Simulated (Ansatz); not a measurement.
Runs of Ansatz 0.2.0 on SnO2. Symmetry: Pa-3, No. 205, cubic system. The conventional cell has a = 5.175 Å, b = 5.175 Å, c = 5.175 Å, α = 90.00°, β = 90.00°, γ = 90.00°. Sn (site symmetry -3) is surrounded by 6 O at 2.11 Å. Around O (site symmetry 3) lie 3 Sn at 2.11 Å. Measurements of this composition are mostly on another form, of space group No. 136.

```csv
task,level,cell,cutoff (eV),points for each segment of the path,gap on the mesh (eV),pressure (GPa),relaxed volume (Å³/atom),largest force (eV/Å)
relaxation of cell and atoms,LDA,relaxed,420,-,1.10,0.0,10.85,-
relaxation of cell and atoms,r2SCAN,relaxed,500,-,(c),0.0,11.06,-
band structure,PBEsol,as given,420,10,(a),(d),-,0.02
relaxation of cell and atoms,PBE,relaxed,420,-,0.60,0.0,11.51,-
band structure,r2SCAN,as given,500,10,(b),-9.0,-,0.02
relaxation of cell and atoms,PBEsol,relaxed,420,-,0.85,0.0,11.14,-
```

Alike in all rows: potentials or basis Ansatz PAW; no spin polarisation; k mesh 5 × 5 × 5; smearing fermi-dirac 0.05 eV.

Estimate the missing entries.

(a) 0.51; (b) 1.13; (c) 1.61; (d) -7.2.

Caveats: spin-orbit coupling is left out, which moves the levels of the heavy elements; the PAW data sets come from PBE, with cores solved anew for the run's functional, which leaves a small shift of forces and pressure (some runs); odd divisions of the mesh miss points on the zone boundary, where band edges often lie, so the gap on the mesh can be too wide (some runs); the plane-wave basis is chosen anew once the cell has moved, so the energies of steps on either side of that aren't comparable (some runs).

A k mesh can miss the band edges, and the runs leave out spin-orbit coupling on Sn.
